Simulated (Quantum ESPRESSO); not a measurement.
Crystal: HfO2.

```
CELL_PARAMETERS angstrom
0.00000 2.55750 2.55750
2.55750 0.00000 2.55750
2.55750 2.55750 0.00000
ATOMIC_POSITIONS crystal
Hf 0.00000 0.00000 0.00000
O 0.75000 0.75000 0.75000
O 0.25000 0.25000 0.25000
```

Measurements of this composition are mostly on another form, of space group No. 14.

Base run:

- Program: Quantum ESPRESSO 7.5
- Functional: PBE
- Potentials or basis: SSSP 1.3 efficiency PBE
- Cutoff: 816 eV
- Density cutoff: 5987 eV
- k mesh: 9 × 9 × 9
- Occupations: fermi-dirac, width 0.05 eV
- Spin: no spin polarisation
- Hubbard terms: Hf d U = 3 eV

Its results: band gap on the k mesh 4.35 eV, indirect (least direct gap 4.46 eV); pressure -0.3 GPa.

After a change of settings the same cell gave: band gap on the k mesh 4.18 eV, indirect (least direct gap 4.29 eV); pressure -1.7 GPa. Which change was it?
A. hubbard terms from Hf d U = 3 eV to Hf d U = 2 eV
B. hubbard terms from Hf d U = 3 eV to Hf d U = 5 eV
C. hubbard terms from Hf d U = 3 eV to none
D. potentials or basis from SSSP 1.3 efficiency PBE to SG15 PBE 1.2; cutoff from 816 eV to 1197 eV; density cutoff from 5987 eV to 4789 eV; hubbard terms from Hf d U = 3 eV to none; hubbard projectors from ortho-atomic to none; valence electrons from 24 to 38

A.

Caveats: spin-orbit coupling is left out, which moves the levels of the heavy elements; an odd mesh through Γ misses points on the zone boundary, where band edges often lie.
